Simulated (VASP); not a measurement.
## TiPt3 under changes of volume

One of the cells (15.091 Å³/atom); the others are scaled copies at fixed shape and fractional positions:

```
Pt Ti
1.0
     3.92281    0.00000    0.00000
     0.00000    3.92281    0.00000
     0.00000    0.00000    3.92281
Pt Ti
3 1
Direct
  0.50000 0.50000 0.00000
  0.50000 0.00000 0.50000
  0.00000 0.50000 0.50000
  0.00000 0.00000 0.00000
```

| Property | Result |
| --- | --- |
| Program | VASP 6.6.1 |
| Functional | PBEsol |
| Potentials or basis | VASP PAW PBE potentials, release 64 (Pt, Ti_sv) |
| Cutoff | 520 eV |
| k mesh | 7 × 7 × 7 |
| Occupations | fermi-dirac, width 0.05 eV |
| Spin | no spin polarisation |

```tsv
volume (Å³/atom)	energy over the lowest point (meV/atom)	pressure (GPa)
13.908	?	?
14.204	18.59	12.3
14.500	1.64	5.9
15.091	0.00	-4.8
15.387	12.92	-9.3
15.683	33.61	-13.3
```

What does the run at 13.908 Å³/atom give?

Energy over the lowest point 48.11 meV/atom; pressure 19.6 GPa.

Worked out: A Birch-Murnaghan fit of order 3 (a polynomial in V^(-2/3)) to the other rows has its minimum at 14.81 Å³/atom with B0 = V·E''(V) = 266 GPa and B' = 5.1. It gives 48.18 meV/atom at 13.908 Å³/atom, against the run's 48.11, and -dE/dV = 19.7 GPa, against 19.6.

Energies are extrapolated to zero smearing.

Caveats: the PAW data sets were made with another functional, which shifts forces and pressure a little.
